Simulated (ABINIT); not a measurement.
The system is ZnS (Wurtzite-2H).

```
CELL_PARAMETERS angstrom
3.81100 0.00000 0.00000
-1.90550 3.30042 0.00000
0.00000 0.00000 6.23400
ATOMIC_POSITIONS crystal
Zn 0.66667 0.33333 0.50000
Zn 0.33333 0.66667 0.00000
S 0.66667 0.33333 0.88500
S 0.33333 0.66667 0.38500
```

Base run:

```yaml
Program: ABINIT 10.8.3 (patched build)
Functional: AM05
Potentials_or_basis: JTH PAW PBE v2.0
Cutoff: 707 eV
k_mesh: 8 × 8 × 5
Occupations: fermi-dirac, width 0.05 eV
Spin: no spin polarisation
```

Its results: band gap on the k mesh 2.22 eV, direct; pressure -0.9 GPa; largest force 0.301 eV/Å.

The run is repeated on the same cell with these changes: functional from AM05 to SCAN. What comes out?

Band gap on the k mesh 2.73 eV, direct; pressure -0.4 GPa; largest force 0.316 eV/Å.

SCAN gives the wider gap, since meta-GGAs in the generalised Kohn-Sham scheme recover part of the derivative discontinuity.

Caveats: the PAW data sets were made with another functional, which shifts forces and pressure a little.

